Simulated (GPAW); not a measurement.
# Ru: band structure with PBEsol

Ru:

```
Ru
1.0
     2.70580    0.00000    0.00000
    -1.35290    2.34329    0.00000
     0.00000    0.00000    4.28190
Ru
2
Direct
  0.66667 0.33333 0.75000
  0.33333 0.66667 0.25000
```

| Property | Result |
| --- | --- |
| Program | GPAW 26.7.0 |
| Task | band structure |
| Functional | PBEsol |
| Potentials or basis | PAW data sets generated in the run's folder for this functional |
| Cutoff | 600 eV |
| Basis | pw |
| k mesh | 8 × 8 × 5 |
| Occupations | fermi-dirac, width 0.05 eV |
| Spin | spin-orbit coupling, no magnetisation |
| Maxiter | 150 |
| Band path | GMKGALHA,LM,KH |
| Band points | 100 |
| spin axis theta (degrees) | 0 |
| spin axis phi (degrees) | 0 |
| Soc after scf | second variation |

```json
{
 "Pressure": "-7.5 GPa",
 "Band gap along the path": "none (metal or under the smearing width)"
}
```

Stress tensor (GPa, compression positive):
```
-7.09  0.00  0.00
 0.00 -7.09  0.00
 0.00  0.00 -8.22
```

Levels at the corners of the path, in eV from the Fermi level:
```tsv
point	band 28	band 29	band 30	band 31	band 32	band 33	band 34	band 35	band 36	band 37
Γ	-2.06	-1.75	-1.75	-1.42	-1.42	-1.27	-1.27	1.11	1.11	1.29
M	-1.79	-1.50	-1.50	1.45	1.45	1.80	1.80	2.00	2.00	4.09
K	-2.77	-1.05	-1.05	0.95	0.95	1.10	1.10	1.46	1.46	7.04
Γ	-2.06	-1.75	-1.75	-1.42	-1.42	-1.27	-1.27	1.11	1.11	1.29
A	-2.75	-2.61	-2.61	-2.61	-2.61	0.53	0.53	0.53	0.53	0.61
L	-1.05	0.46	0.46	0.46	0.46	1.71	1.71	1.71	1.71	3.41
H	-2.66	-1.27	-1.27	-1.06	-1.06	1.22	1.22	1.27	1.27	8.40
A	-2.75	-2.61	-2.61	-2.61	-2.61	0.53	0.53	0.53	0.53	0.61
L	-1.05	0.46	0.46	0.46	0.46	1.71	1.71	1.71	1.71	3.41
M	-1.79	-1.50	-1.50	1.45	1.45	1.80	1.80	2.00	2.00	4.09
K	-2.77	-1.05	-1.05	0.95	0.95	1.10	1.10	1.46	1.46	7.04
H	-2.66	-1.27	-1.27	-1.06	-1.06	1.22	1.22	1.27	1.27	8.40
```

It took 46 s on 1 thread of Arm Neoverse V1, on a shared host, peak memory 0.3 GiB.

Caveat: spin-orbit coupling was added after a scalar SCF, so levels and gaps hold it while energy, forces, pressure and moments don't; this program's spin-orbit splittings come out too wide for heavy elements.
